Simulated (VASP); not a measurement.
# Cu (Im-3m) in VASP: notebook

The runs below take Cu through relaxation of cell and atoms, with r2SCAN, r2SCAN+rVV10.

Everything below comes from runs of VASP 6.6.1. Logs are shortened: lines on timing, memory, paths and dates and some standing lists are left out, and cuts for length are marked.

### 1 The crystal as given

It takes space group Im-3m (No. 229, cubic). Conventional cell: a = 2.868 Å, b = 2.868 Å, c = 2.868 Å, α = 90.00°, β = 90.00°, γ = 90.00°. Cu (site symmetry m-3m) is surrounded by 8 Cu at 2.48 Å.

This isn't the form of Cu at room conditions, which is fcc.

### 2 Relaxation of cell and atoms, r2SCAN

INCAR

```
SYSTEM = Cu
PREC = Accurate
ENCUT = 600
EDIFF = 1E-7
ISMEAR = 0
SIGMA = 0.1
LREAL = .FALSE.
LASPH = .TRUE.
NELM = 100
ALGO = Normal
ISIF = 3
LWAVE = .FALSE.
LCHARG = .FALSE.
METAGGA = R2SCAN
LMIXTAU = .TRUE.
IBRION = 2
NSW = 90
EDIFFG = -0.005
```

KPOINTS

```
regular mesh
0
G
  20 20 20
  0 0 0
```

POSCAR

```
Cu
1.0
   -1.4341921400      1.4341921400      1.4341921400
    1.4341921400     -1.4341921400      1.4341921400
    1.4341921400      1.4341921400     -1.4341921400
Cu
1
Direct
    0.0000000000      0.0000000000      0.0000000000
```

Potentials or basis: VASP PAW PBE potentials, release 64 (Cu).

Command:

```
$ cat potpaw_PBE.64/Cu/POTCAR > POTCAR
$ mpirun -np 1 vasp_std > vasp.out
```

OUTCAR:

```text
SYSTEM = Cu
   PREC = Accurate
   ENCUT = 600
   EDIFF = 1E-7
   ISMEAR = 0
   LREAL = .FALSE.
   LASPH = .TRUE.
   NELM = 100
   ISIF = 3
   METAGGA = R2SCAN
   IBRION = 2
   NSW = 90
   EDIFFG = -0.005

 ion  position               nearest neighbor table
   1  0.000  0.000  0.000-

  LATTYP: Found a body centered cubic cell.
 ALAT       =     2.8683842800

  Lattice vectors:

 A1 = (  -1.4341921400,   1.4341921400,   1.4341921400)
 A2 = (   1.4341921400,  -1.4341921400,   1.4341921400)
 A3 = (   1.4341921400,   1.4341921400,  -1.4341921400)

Analysis of symmetry for initial positions (statically):
=====================================================================
 Subroutine PRICEL returns:
 Original cell was already a primitive cell.

 Routine SETGRP: Setting up the symmetry group for a
 body centered cubic supercell.

 Subroutine GETGRP returns: Found 48 space group operations
 (whereof 48 operations were pure point group operations)
 out of a pool of 48 trial point group operations.

The static configuration has the point symmetry O_h .

Analysis of symmetry for dynamics (positions and initial velocities):
=====================================================================
 Subroutine PRICEL returns:
 Original cell was already a primitive cell.

 Routine SETGRP: Setting up the symmetry group for a
 body centered cubic supercell.

 Subroutine GETGRP returns: Found 48 space group operations
 (whereof 48 operations were pure point group operations)
 out of a pool of 48 trial point group operations.

The dynamic configuration has the point symmetry O_h .

 Subroutine INISYM returns: Found 48 space group operations
 (whereof 48 operations are pure point group operations),
 and found     1 'primitive' translations

----------------------------------------------------------------------------------------

                                     Primitive cell

  volume of cell :      11.8000

  direct lattice vectors                    reciprocal lattice vectors
    -1.434192140  1.434192140  1.434192140     0.000000000  0.348628323  0.348628323
     1.434192140 -1.434192140  1.434192140     0.348628323  0.000000000  0.348628323
[... 98 lines left out ...]
   ISMEAR =     0;   SIGMA  =   0.10  broadening in eV -4-tet -1-fermi 0-gaus
   EFERMI_NEDOS =   21; number of points for ismear=-14 and -15
   IALGO  =     38    algorithm
   IMIX   =      4    mixing-type and parameters
     AMIX     =   0.40;   BMIX     =  1.00
     AMIX_MAG =   1.60;   BMIX_MAG =  1.00
  volume/ion in A,a.u.               =      11.80        79.63
  Fermi-wavevector in a.u.,A,eV,Ry     =   1.599233  3.022112 34.797525  2.557546
  Thomas-Fermi vector in A             =   2.696558
   LORBIT       =      0    0 simple, 1 ext, 2 COOP (PROOUT), +10 PAW based schemes
   METAGGA = R2SCAN    functional components
   LHFCALC =     F    Hartree Fock is set to
   AEXX    =    0.0000 exact exchange contribution
   IVDW    =     0    specifies the selected vdW correction
   LEPSILON=     F    determine dielectric tensor
   LRPA    =     F    only Hartree local field effects (RPA)
 conjugate gradient relaxation of ions
 non-spin polarized calculation
 Gauss-broadening in eV      SIGMA  =   0.10
  energy-cutoff  :      600.00
  volume of cell :       11.80
 maximum number of plane-waves:       420
   NGX =  9   NGY =  9   NGZ =  9

--------------------------------------- Ionic step        1  -------------------------------------------

 number of electron      10.9999995 magnetization

 Free energy of the ion-electron system (eV)
  ---------------------------------------------------
  ext. energy  EPLUGINS =         0.00000000
  ---------------------------------------------------
  free energy    TOTEN  =       -10.78612430 eV

  energy without entropy =      -10.78317125  energy(sigma->0) =      -10.78464777

------------------------ aborting loop because EDIFF is reached ----------------------------------------

  FORCE on cell =-STRESS in cart. coord.  units (eV):
  Direction    XX          YY          ZZ          XY          YZ          ZX
  --------------------------------------------------------------------------------------
  -------------------------------------------------------------------------------------
  Total       -0.2602376     -0.2602376     -0.2602376     -0.0000000      0.0000000     -0.0000000
  in kB      -35.3344797    -35.3344797    -35.3344797     -0.0000000      0.0000000     -0.0000000
  external PRESSURE =     -35.3344797 kB  Pullay stress =       0.0000000 kB
[... 92 lines left out ...]
--------------------------------------- Ionic step        4  -------------------------------------------

 number of electron      10.9999986 magnetization

 Free energy of the ion-electron system (eV)
  ---------------------------------------------------
  ext. energy  EPLUGINS =         0.00000000
  ---------------------------------------------------
  free energy    TOTEN  =       -10.78913462 eV

  energy without entropy =      -10.78625260  energy(sigma->0) =      -10.78769361

 E-fermi :   7.7003     XC(G=0): -13.9151

 val. band max:        7.6991853706   @ k =  -0.3000   0.4500   0.1000
 cond. band min:       7.7044992117   @ k =   0.2500   0.1500   0.1000
 fundamental gap:      0.0053138411
 Fermi energy:         7.7003239926

 k-point     1 :       0.0000    0.0000    0.0000
  band No.  band energies     occupation
      1      -2.1584      2.00000
      2       4.4038      2.00000
      3       4.4040      2.00000
      4       4.4040      2.00000
      5       5.4497      2.00000
      6       5.4497      2.00000
      7      33.9908      0.00000
      8      33.9910      0.00000
      9      33.9910      0.00000
[... 265 lines left out ...]
 k-point    24 :       0.2500    0.1000    0.0000
  band No.  band energies     occupation
      1       1.2884      2.00000
      2       3.9114      2.00000
      3       4.2215      2.00000
      4       5.2702      2.00000
      5       5.5540      2.00000
      6       5.8166      2.00000
      7      19.6778      0.00000
      8      24.8548      0.00000
      9      28.1302      0.00000

 [... further k-points ...]

------------------------ aborting loop because EDIFF is reached ----------------------------------------

  FORCE on cell =-STRESS in cart. coord.  units (eV):
  Direction    XX          YY          ZZ          XY          YZ          ZX
  --------------------------------------------------------------------------------------
  -------------------------------------------------------------------------------------
  Total       -0.0004861     -0.0004861     -0.0004861      0.0000000      0.0000000     -0.0000000
  in kB       -0.0675701     -0.0675701     -0.0675701      0.0000000      0.0000000     -0.0000000
  external PRESSURE =      -0.0675701 kB  Pullay stress =       0.0000000 kB
[... 16 lines left out ...]
  FREE ENERGIE OF THE ION-ELECTRON SYSTEM (eV)
  ---------------------------------------------------
  free  energy   TOTEN  =       -10.7891346150 eV

  energy  without entropy=      -10.7862526001  energy(sigma->0) =      -10.78769361

 reached required accuracy - stopping structural energy minimisation
```

OSZICAR:

```text
N       E                     dE             d eps       ncg     rms          rms(c)
DAV:   1     0.316918356788E+02    0.31692E+02   -0.63370E+03  4745   0.236E+03
[... 47 lines left out ...]
DAV:   2    -0.107891445779E+02    0.54223E-04   -0.98110E-04  4867   0.719E-01    0.273E-02
DAV:   3    -0.107891337062E+02    0.10872E-04   -0.18737E-04  4862   0.312E-01    0.107E-02
DAV:   4    -0.107891338927E+02   -0.18653E-06   -0.14050E-05  5789   0.586E-02    0.371E-03
DAV:   5    -0.107891347875E+02   -0.89486E-06   -0.28507E-06  4761   0.324E-02    0.192E-04
DAV:   6    -0.107891346856E+02    0.10198E-06   -0.88380E-08  2402   0.579E-03    0.489E-04
DAV:   7    -0.107891345769E+02    0.10869E-06   -0.22141E-08  2312   0.317E-03    0.710E-05
DAV:   8    -0.107891346150E+02   -0.38127E-07   -0.28563E-09  2310   0.743E-04
   4 F= -.10789135E+02 E0= -.10787694E+02  d E =-.301031E-02
```

CONTCAR:

```text
Cu
   1.00000000000000
    -1.4229657414649937    1.4229657414649937    1.4229657414649937
     1.4229657414649937   -1.4229657414649937    1.4229657414649937
     1.4229657414649937    1.4229657414649937   -1.4229657414649937
  Cu
     1
Direct
     1.0000000000000000    1.0000000000000000    1.0000000000000000

  0.00000000E+00  0.00000000E+00  0.00000000E+00
```

Run time: 3.9 min. Hardware: 1 thread of Intel Xeon Platinum 8488C (Sapphire Rapids), shared host; peak memory 0.15 GiB.

Results:

```yaml
Free_energy: -10.7891 eV
Relaxed_volume: 11.53 Å³/atom
Relaxed_cell: a = 2.465 Å, b = 2.465 Å, c = 2.465 Å, α = 109.47°, β = 109.47°, γ = 109.47°
Space_group_after_relaxing_to_0.05_Å: Im-3m (No. 229)
Energy_gained_by_relaxing: 3.0 meV/atom
Ionic_steps: 4
Pressure_after_relaxing: 0.0 GPa
Band_gap_on_the_k_mesh: none (metal or under the smearing width)
```

Step by step:
```csv
step,energy change (eV),largest force (eV/Å),pressure (GPa),volume (Å³)
1,0.0000,0.0000,-3.53,11.80
2,-0.0018,0.0000,2.35,11.36
3,-0.0030,0.0000,-0.08,11.53
4,-0.0030,0.0000,-0.01,11.53
```

Final structure:
```
Cu
1.0
    -1.42297    1.42297    1.42297
     1.42297   -1.42297    1.42297
     1.42297    1.42297   -1.42297
Cu
1
Cartesian
  1.4230 1.4230 1.4230
```

Caveat: the PAW data sets were made with another functional, which shifts forces and pressure a little.

### 3 Relaxation of cell and atoms, r2SCAN+rVV10

Edit INCAR of step 2 so:

```diff
@@ -15,2 +15,6 @@
 LMIXTAU = .TRUE.
+LUSE_VDW = .TRUE.
+IVDW_NL = 2
+BPARAM = 11.95
+CPARAM = 0.0093
 IBRION = 2
```

KPOINTS is that of step 2.

POSCAR is that of step 2.

Potentials or basis: VASP PAW PBE potentials, release 64 (Cu).

Command:

```
$ cat potpaw_PBE.64/Cu/POTCAR > POTCAR
$ mpirun -np 1 vasp_std > vasp.out
```

It took 4.4 min on 1 thread of Intel Xeon Platinum 8488C (Sapphire Rapids), shared host; peak memory 0.22 GiB.

Results (log left out):

* Free energy: -10.4992 eV
* Relaxed volume: 11.40 Å³/atom
* Relaxed cell: a = 2.455 Å, b = 2.455 Å, c = 2.455 Å, α = 109.47°, β = 109.47°, γ = 109.47°
* Space group after relaxing (to 0.05 Å): Im-3m (No. 229)
* Energy gained by relaxing: 6.7 meV/atom
* Ionic steps: 4
* Pressure after relaxing: 0.0 GPa
* Band gap on the k mesh: none (metal or under the smearing width)

Step by step:
```csv
step,energy change (eV),largest force (eV/Å),pressure (GPa),volume (Å³)
1,0.0000,0.0000,-5.26,11.80
2,-0.0038,0.0000,3.79,11.15
3,-0.0067,0.0000,-0.08,11.40
4,-0.0067,0.0000,0.02,11.40
```

Final structure:
```yaml
crystal:
  lattice:
    - [-1.41760, 1.41760, 1.41760]
    - [1.41760, -1.41760, 1.41760]
    - [1.41760, 1.41760, -1.41760]
  atoms:
    - { symbol: Cu, position: [0.00000, 0.00000, 0.00000] }
```

Levels at points of the mesh, in eV from the Fermi level:
```tsv
k point	band 1	band 2	band 3	band 4	band 5	band 6	band 7	band 8	band 9
(0.00, 0.00, 0.00)	-9.96	-3.33	-3.33	-3.33	-2.26	-2.26	26.39	26.39	26.39
(0.50, 0.00, 0.00)	-5.41	-4.10	-2.30	-2.14	-1.46	-0.72	4.78	18.56	18.93
(0.50, 0.50, 0.50)	-5.03	-5.03	-1.64	-1.64	-1.64	8.82	8.82	8.82	14.24
```

Caveat: the PAW data sets were made with another functional, which shifts forces and pressure a little.
